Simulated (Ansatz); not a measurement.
## One atom moved along a line in WC

The calculation used Ansatz 0.2.0, DFT PBEsol, scalar-relativistic, plane waves, PAW. The runs took a 420 eV cutoff, a Γ-centred 14×14×14 mesh and Gaussian smearing (0.15 eV). Spin–orbit coupling is left out, which can shift energies with elements as heavy as these. No spin polarisation. Energies are free energies at this smearing, counted from the undisturbed cell; pressure is positive in compression.

Reference structure (relaxed at this level; this rock-salt form isn't the usual structure):

```
W C
1.0
     4.34537    0.00000    0.00000
     0.00000   -4.34537    0.00000
     0.00000    0.00000   -4.34537
W C
4 4
Direct
  0.00000 0.00000 0.00000
  0.50000 0.50000 0.00000
  0.50000 0.00000 0.50000
  0.00000 0.50000 0.50000
  0.50000 0.00000 0.00000
  0.00000 0.50000 0.00000
  0.00000 0.00000 0.50000
  0.50000 0.50000 0.50000
```

Atom 1 (W) is moved by x along the Cartesian unit vector (-1.000, 0.000, 0.000); the cell and all other atoms stay fixed. The cell is metallic on the mesh throughout.

| x (Å) | ΔE (meV/cell) | force along x on the moved atoms (eV/Å) | pressure (GPa) |
| --- | --- | --- | --- |
| -0.3000 | 570.6 | 5.35 | 5.9 |
| -0.1500 | 94.5 | 1.48 | 1.4 |
| 0.0000 | 0.0 | 0.00 | 0.0 |
| 0.0750 | 20.7 | -0.57 | 0.3 |
| 0.2250 | 260.1 | -3.05 | 3.2 |